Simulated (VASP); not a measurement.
# InSe in VASP: notebook

The runs below take InSe through band structure, with PBE+D3(BJ), HSE06.

All numbers are computed with VASP 6.6.1; they aren't measurements. Logs are shortened: lines on timing, memory, paths and dates and some standing lists are left out, and cuts for length are marked.

**1. The structure**

The cell holds a slab with vacuum, 8 atoms: a = 4.032 Å, b = 4.032 Å, c = 31.798 Å, α = 90.00°, β = 90.00°, γ = 120.00°.

**2. Band structure, PBE+D3(BJ)**

Input file INCAR:

```
ALGO     = Fast           # electronic algorithm
DIPOL    = 0.5 0.5 0.500
EDIFF    = 1E-7           # SCF threshold, eV
ENCUT    = 520            # plane-wave cutoff, eV
GGA      = PE             # functional
IDIPOL   = 3            
ISIF     = 2              # what is computed and relaxed
ISMEAR   = 0              # smearing method
IVDW     = 12             # dispersion correction
KPAR     = 4            
LASPH    = True           # aspherical terms in the spheres
LCHARG   = False          # write CHGCAR
LDIPOL   = True         
LREAL    = False          # projectors in reciprocal space
LVACPOTAV= True         
LVHAR    = True         
LWAVE    = False          # write WAVECAR
NBANDS   = 48             # bands
NELM     = 80             # most SCF steps
PREC     = Accurate       # precision mode
SIGMA    = 0.03           # smearing width, eV
```

Input file KPOINTS:

```
k-points
0
Gamma
  6 6 1
```

Input file POSCAR:

```
InSe                                    
1.0
    4.0315405010      0.0000000000      0.0000000000
   -2.0157702505      3.4914164952      0.0000000000
    0.0000000000      0.0000000000     31.7977120000
  Se              In            
     4     4
Direct
     1.0000000000000000    0.0000000000000000    0.2845518059685942
     1.0000000000000000    0.0000000000000000    0.4537474782414326
     0.6666666699999979    0.3333333300000021    0.5462451478563504
     0.6666666699999979    0.3333333300000021    0.7153783933032583
     0.6666666699999979    0.3333333300000021    0.3252601638830383
     0.6666666699999979    0.3333333300000021    0.4131581257871469
     0.3333333300000021    0.6666666699999979    0.5867766886121953
     0.3333333300000021    0.6666666699999979    0.6746698563479939
```

Input file KPOINTS_OPT:

```
explicit points
3
Reciprocal
 0.0000000000  0.0000000000  0.0000000000 1
 0.5000000000  0.0000000000  0.0000000000 1
 0.3333333300  0.3333333300  0.0000000000 1
```

Potentials or basis: VASP PAW PBE potentials, release 64 (Se, In_d).

The run is started by

```
$ cat potpaw_PBE.64/Se/POTCAR potpaw_PBE.64/In_d/POTCAR > POTCAR
$ mpirun -np 4 vasp_std > vasp.out
```

OUTCAR:

```text
EDIFF = 1E-7
   ENCUT = 520
   GGA = PE
   ISIF = 2
   ISMEAR = 0
   IVDW = 12
   LASPH = True
   LREAL = False
   NELM = 80
   PREC = Accurate
 IVDW          = 12

 ion  position               nearest neighbor table
   1  0.000  0.000  0.285-   5 2.66   5 2.66   5 2.66
   2  0.000  0.000  0.454-   6 2.66   6 2.66   6 2.66
   3  0.667  0.333  0.546-   7 2.66   7 2.66   7 2.66
   4  0.667  0.333  0.715-   8 2.66   8 2.66   8 2.66
   5  0.667  0.333  0.325-   1 2.66   1 2.66   1 2.66   6 2.79
   6  0.667  0.333  0.413-   2 2.66   2 2.66   2 2.66   5 2.79
   7  0.333  0.667  0.587-   3 2.66   3 2.66   3 2.66   8 2.79
   8  0.333  0.667  0.675-   4 2.66   4 2.66   4 2.66   7 2.79

  LATTYP: Found a hexagonal cell.
 ALAT       =     4.0315405010
 C/A-ratio  =     7.8872361550

  Lattice vectors:

 A1 = (   4.0315405010,   0.0000000000,   0.0000000000)
 A2 = (  -2.0157702505,   3.4914164952,   0.0000000000)
 A3 = (   0.0000000000,   0.0000000000,  31.7977120000)

Analysis of symmetry for initial positions (statically):
=====================================================================
 Subroutine PRICEL returns:
 Original cell was already a primitive cell.

 Routine SETGRP: Setting up the symmetry group for a
 hexagonal supercell.

 Subroutine GETGRP returns: Found  6 space group operations
 (whereof  6 operations were pure point group operations)
 out of a pool of 24 trial point group operations.

The static configuration has the point symmetry C_3v.

Analysis of symmetry for dynamics (positions and initial velocities):
=====================================================================
 Subroutine PRICEL returns:
 Original cell was already a primitive cell.

 Routine SETGRP: Setting up the symmetry group for a
 hexagonal supercell.

 Subroutine GETGRP returns: Found  6 space group operations
 (whereof  6 operations were pure point group operations)
 out of a pool of 24 trial point group operations.

The dynamic configuration has the point symmetry C_3v.

 Subroutine INISYM returns: Found  6 space group operations
 (whereof  6 operations are pure point group operations),
 and found     1 'primitive' translations

----------------------------------------------------------------------------------------

                                     Primitive cell

  volume of cell :     447.5778
[... 93 lines left out ...]
   PSTRESS=    0.0 pullay stress
   NELECT =      76.0000    total number of electrons
   NUPDOWN=      -1.0000    fix difference up-down
   EMIN   =  10.00;   EMAX   =-10.00  energy-range for DOS
   EFERMI =   0.00;   METHOD = LEGACY
   ISMEAR =     0;   SIGMA  =   0.03  broadening in eV -4-tet -1-fermi 0-gaus
   EFERMI_NEDOS =   21; number of points for ismear=-14 and -15
   IALGO  =     68    algorithm
   IMIX   =      4    mixing-type and parameters
     AMIX     =   0.40;   BMIX     =  1.00
     AMIX_MAG =   1.60;   BMIX_MAG =  1.00
  volume/ion in A,a.u.               =      55.95       377.55
  Fermi-wavevector in a.u.,A,eV,Ry     =   0.906546  1.713124 11.181617  0.821826
  Thomas-Fermi vector in A             =   2.030247
   LORBIT       =      0    0 simple, 1 ext, 2 COOP (PROOUT), +10 PAW based schemes
   GGA     = PE    functional components
   LHFCALC =     F    Hartree Fock is set to
   AEXX    =    0.0000 exact exchange contribution
   IVDW    =    12    specifies the selected vdW correction
   LEPSILON=     F    determine dielectric tensor
   LRPA    =     F    only Hartree local field effects (RPA)
 non-spin polarized calculation
 RMM-DIIS sequential band-by-band and
 Gauss-broadening in eV      SIGMA  =   0.03
  energy-cutoff  :      520.00
  volume of cell :      447.58
 maximum number of plane-waves:     12105
 NGX is ok and might be reduce to    30
   NGX = 15   NGY = 15   NGZ =119

 dipolmoment           0.000000      0.000000     -0.000030 electrons x Angstroem

 number of electron      76.0000001 magnetization

 dipolmoment           0.000000      0.000000      0.000316 electrons x Angstroem

 Free energy of the ion-electron system (eV)
  ---------------------------------------------------
  ext. energy  EPLUGINS =         0.00000000
  ---------------------------------------------------
  free energy    TOTEN  =       -28.34922981 eV

  energy without entropy =      -28.34922981  energy(sigma->0) =      -28.34922981

 E-fermi :  -0.6184     XC(G=0):  -4.9940

 val. band max:       -0.8046722312   @ k =   0.1667  -0.0000   0.0000
 cond. band min:       0.2745593754   @ k =   0.0000   0.0000   0.0000
 fundamental gap:      1.0792316065
 Fermi energy:        -0.6183866329

 k-point     1 :       0.0000    0.0000    0.0000
  band No.  band energies     occupation
      1     -15.1450      2.00000
      2     -15.1391      2.00000
      3     -14.9615      2.00000
      4     -14.9615      2.00000
      5     -14.9554      2.00000
      6     -14.9554      2.00000
[... 346 lines left out ...]
     47       5.2489      0.00000
     48       5.2701      0.00000

------------------------ aborting loop because EDIFF is reached ----------------------------------------

 Edisp (eV)   -2.07890

 E8    (eV) :    -0.9763

  FORCE on cell =-STRESS in cart. coord.  units (eV):
  Direction    XX          YY          ZZ          XY          YZ          ZX
  --------------------------------------------------------------------------------------
  -------------------------------------------------------------------------------------
  Total       0.03355     0.03355    -0.05766    -0.00000     0.00000     0.00000
  in kB       0.12010     0.12010    -0.20640    -0.00000     0.00000     0.00000
  external pressure =        0.01 kB  Pullay stress =        0.00 kB

 VOLUME and BASIS-vectors are now :
 -----------------------------------------------------------------------------
  energy-cutoff  :      520.00
  volume of cell :      447.58
      direct lattice vectors                 reciprocal lattice vectors
     4.031540501  0.000000000  0.000000000     0.248044141  0.143208351  0.000000000
    -2.015770251  3.491416495  0.000000000     0.000000000  0.286416703  0.000000000
     0.000000000  0.000000000 31.797712000     0.000000000  0.000000000  0.031448804

 POSITION                                       TOTAL-FORCE (eV/Angst)
 -----------------------------------------------------------------------------------
      0.00000      0.00000      9.04810        -0.000000     -0.000000      0.002628
      0.00000      0.00000     14.42813        -0.000000     -0.000000     -0.006899
      2.01577      1.16381     17.36935         0.000000     -0.000000      0.006767
      2.01577      1.16381     22.74740        -0.000000      0.000000     -0.002171
      2.01577      1.16381     10.34253        -0.000000      0.000000      0.000495
      2.01577      1.16381     13.13748         0.000000      0.000000     -0.002572
     -0.00000      2.32761     18.65816         0.000000     -0.000000      0.002448
     -0.00000      2.32761     21.45296         0.000000      0.000000     -0.000697
 -----------------------------------------------------------------------------------
    total drift:                               -0.000014      0.000008     -0.000074

  FREE ENERGIE OF THE ION-ELECTRON SYSTEM (eV)
  ---------------------------------------------------
  free  energy   TOTEN  =       -30.4281305827 eV

  energy  without entropy=      -30.4281305827  energy(sigma->0) =      -30.42813058

 vacuum level on the upper side and lower side of the slab         4.877         4.873
```

OSZICAR:

```text
N       E                     dE             d eps       ncg     rms          rms(c)
DAV:   1     0.712535767036E+03    0.71254E+03   -0.32890E+04   704   0.145E+03
DAV:   2     0.705976276490E+02   -0.64194E+03   -0.62357E+03   720   0.369E+02
[... 30 lines left out ...]
       N       E                     dE             ncg
DAV:   1    -0.466918584159E+02   -0.49952E+04      304
DAV:   2    -0.192346000303E+04   -0.18768E+04      312
DAV:   3    -0.219558385365E+04   -0.27212E+03      352
DAV:   4    -0.221207251923E+04   -0.16489E+02      336
DAV:   5    -0.221279178205E+04   -0.71926E+00      400
DAV:   6    -0.221282248010E+04   -0.30698E-01      464
DAV:   7    -0.221282301688E+04   -0.53679E-03      440
DAV:   8    -0.221282302748E+04   -0.10593E-04      464
DAV:   9    -0.221282302788E+04   -0.40165E-06      408
DAV:  10    -0.221282302789E+04   -0.13313E-07      216
```

It took 2.2 min on 4 MPI ranks of AMD EPYC 7R13 (Zen 3), shared host; peak memory 0.66 GiB.

Results:

| Item | Value |
| --- | --- |
| Free energy | -30.4281 eV |
| Largest force | 0.007 eV/Å |
| Band gap on the k mesh | 1.08 eV, indirect (least direct gap 1.10 eV) |
| Band gap along the path | 1.10 eV, direct |
| Dispersion energy per atom | -0.260 eV |
| Ionisation potential of the upper face | 5.68 eV |

Forces on the atoms (eV/Å):
```
Se   0.000  0.000  0.003
Se   0.000  0.000 -0.007
Se   0.000  0.000  0.007
Se   0.000  0.000 -0.002
In   0.000  0.000  0.000
In   0.000  0.000 -0.003
In   0.000  0.000  0.002
In   0.000  0.000 -0.001
```

Levels at points of the mesh, in eV from the valence-band top:
| k point | band 35 | band 36 | band 37 | band 38 | band 39 | band 40 | band 41 | band 42 |
| --- | --- | --- | --- | --- | --- | --- | --- | --- |
| (0.00, 0.00, 0.00) | -0.72 | -0.67 | -0.67 | -0.02 | 1.08 | 1.80 | 2.51 | 2.58 |
| (0.50, 0.00, 0.00) | -1.69 | -1.56 | -1.26 | -1.14 | 1.74 | 1.82 | 2.15 | 2.29 |

Caveat: spin-orbit coupling is left out, which moves the levels of the heavy elements.

**3. Band structure, HSE06**

POSCAR is that of step 2.

Input file INCAR.step1:

```
ALGO     = Normal         # electronic algorithm
DIPOL    = 0.5 0.5 0.500
EDIFF    = 1E-5           # SCF threshold, eV
ENCUT    = 520            # plane-wave cutoff, eV
GGA      = PE             # functional
IDIPOL   = 3            
ISIF     = 2              # what is computed and relaxed
ISMEAR   = 0              # smearing method
KPAR     = 4            
LASPH    = True           # aspherical terms in the spheres
LCHARG   = False          # write CHGCAR
LDIPOL   = True         
LREAL    = False          # projectors in reciprocal space
LVACPOTAV= True         
LVHAR    = True         
LWAVE    = True           # write WAVECAR
NBANDS   = 48             # bands
NELM     = 80             # most SCF steps
PREC     = Accurate       # precision mode
SIGMA    = 0.03           # smearing width, eV
```

Input file INCAR.step2:

```
ALGO     = Normal         # electronic algorithm
DIPOL    = 0.5 0.5 0.500
EDIFF    = 1E-7           # SCF threshold, eV
ENCUT    = 520            # plane-wave cutoff, eV
GGA      = PE             # functional
HFSCREEN = 0.2            # screening, 1/A
IDIPOL   = 3            
ISIF     = 2              # what is computed and relaxed
ISMEAR   = 0              # smearing method
ISTART   = 1            
KPAR     = 4            
LASPH    = True           # aspherical terms in the spheres
LCHARG   = False          # write CHGCAR
LDIPOL   = True         
LHFCALC  = True           # exact exchange
LREAL    = False          # projectors in reciprocal space
LVACPOTAV= True         
LVHAR    = True         
LWAVE    = False          # write WAVECAR
NBANDS   = 48             # bands
NELM     = 80             # most SCF steps
PREC     = Accurate       # precision mode
PRECFOCK = Fast         
SIGMA    = 0.03           # smearing width, eV
```

KPOINTS is that of step 2.

KPOINTS_OPT is that of step 2.

Potentials or basis: VASP PAW PBE potentials, release 64 (Se, In_d).

The run is started by

```
$ cat potpaw_PBE.64/Se/POTCAR potpaw_PBE.64/In_d/POTCAR > POTCAR
$ cp INCAR.step1 INCAR
$ mpirun -np 4 vasp_std > vasp.out
$ cp INCAR.step2 INCAR
$ mpirun -np 4 vasp_std > vasp.out
```

OUTCAR:

```text
EDIFF = 1E-7
   ENCUT = 520
   GGA = PE
   HFSCREEN = 0.2
   ISIF = 2
   ISMEAR = 0
   ISTART = 1
   LASPH = True
   LHFCALC = True
   LREAL = False
   NELM = 80
   PREC = Accurate
   PRECFOCK = Fast

 ion  position               nearest neighbor table
   1  0.000  0.000  0.285-   5 2.66   5 2.66   5 2.66
   2  0.000  0.000  0.454-   6 2.66   6 2.66   6 2.66
   3  0.667  0.333  0.546-   7 2.66   7 2.66   7 2.66
[... 566 lines left out ...]
  Total       -0.5889671     -0.5889671     -0.6688545      0.0000000      0.0000000      0.0000000
  in kB       -2.1083033     -2.1083033     -2.3942729      0.0000000      0.0000000      0.0000000
  external PRESSURE =      -2.2036265 kB  Pullay stress =       0.0000000 kB

 VOLUME and BASIS-vectors are now :
 -----------------------------------------------------------------------------
  energy-cutoff  :      520.00
  volume of cell :      447.58
      direct lattice vectors                 reciprocal lattice vectors
     4.031540501  0.000000000  0.000000000     0.248044141  0.143208351  0.000000000
    -2.015770251  3.491416495  0.000000000     0.000000000  0.286416703  0.000000000
     0.000000000  0.000000000 31.797712000     0.000000000  0.000000000  0.031448804

 POSITION                                       TOTAL-FORCE (eV/Angst)
 -----------------------------------------------------------------------------------
      0.00000      0.00000      9.04810        -0.000000      0.000000      0.263130
      0.00000      0.00000     14.42813        -0.000000      0.000000     -0.373780
      2.01577      1.16381     17.36935        -0.000000      0.000000      0.367447
      2.01577      1.16381     22.74740         0.000000     -0.000000     -0.263013
      2.01577      1.16381     10.34253        -0.000000     -0.000000     -0.274813
      2.01577      1.16381     13.13748        -0.000000     -0.000000      0.209575
     -0.00000      2.32761     18.65816         0.000000     -0.000000     -0.203607
     -0.00000      2.32761     21.45296         0.000000      0.000000      0.275061
 -----------------------------------------------------------------------------------
    total drift:                               -0.000012      0.000007     -0.000071

  FREE ENERGIE OF THE ION-ELECTRON SYSTEM (eV)
  ---------------------------------------------------
  free  energy   TOTEN  =       -34.4779480523 eV

  energy  without entropy=      -34.4779480523  energy(sigma->0) =      -34.47794805

 vacuum level on the upper side and lower side of the slab         4.895         4.892
```

Wall time 2.8 h (4 MPI ranks of AMD EPYC 7R13 (Zen 3), shared host); peak memory 0.93 GiB.

Results:

```yaml
Free_energy: -34.4779 eV
Largest_force: 0.374 eV/Å
Band_gap_on_the_k_mesh: 1.81 eV, direct
Band_gap_along_the_path: 1.81 eV, direct
Ionisation_potential_of_the_upper_face: 6.17 eV
```

Forces on the atoms (eV/Å):
```
Se   0.000  0.000  0.263
Se   0.000  0.000 -0.374
Se   0.000  0.000  0.367
Se   0.000  0.000 -0.263
In   0.000  0.000 -0.275
In   0.000  0.000  0.210
In   0.000  0.000 -0.204
In   0.000  0.000  0.275
```

Caveat: the PAW data sets were made with another functional, which shifts forces and pressure a little; spin-orbit coupling is left out, which moves the levels of the heavy elements.
